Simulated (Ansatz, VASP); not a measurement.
## AlN in VASP and in Ansatz

```
Al N
1.0
     0.00000    2.25629    2.25629
     2.25629    0.00000    2.25629
     2.25629    2.25629    0.00000
Al N
1 1
Direct
  0.99314 0.00686 0.00686
  0.76322 0.73678 0.73678
```

Change from the starting cell: mode 4 frozen in at -0.058 Å, equal normal strain along x, y and z +0.0250.

Alike in both runs: task single point; functional PBE; k mesh 10 × 10 × 10; occupations gaussian, width 0.05 eV; no spin polarisation.

|  | VASP | Ansatz |
| --- | --- | --- |
| version | VASP 6.6.1 | Ansatz 0.2.0 |
| potentials or method | VASP PAW PBE potentials, release 64 (Al, N) | scalar-relativistic, plane waves, PAW |
| plane-wave cutoff (eV) | 520 | 520 |
| valence electrons in the cell | 8 | 8 |

|  | VASP | Ansatz | Ansatz less VASP |
| --- | --- | --- | --- |
| gap on the k mesh at the Fermi level (eV) | 3.03 | 3.04 | +0.006 |
| least direct gap on the mesh (eV) | 3.12 | 3.12 | -0.003 |
| pressure (GPa) | -11.8 | -11.6 | +0.18 |
| largest component of the traceless stress (GPa) | 2.90 | 2.89 | -0.009 |
| rms of the force components (eV/Å) | 0.571 | 0.570 | -0.0010 |

Atom by atom the forces differ by 0.001 eV/Å (rms over components).

A k mesh can miss the band edges.
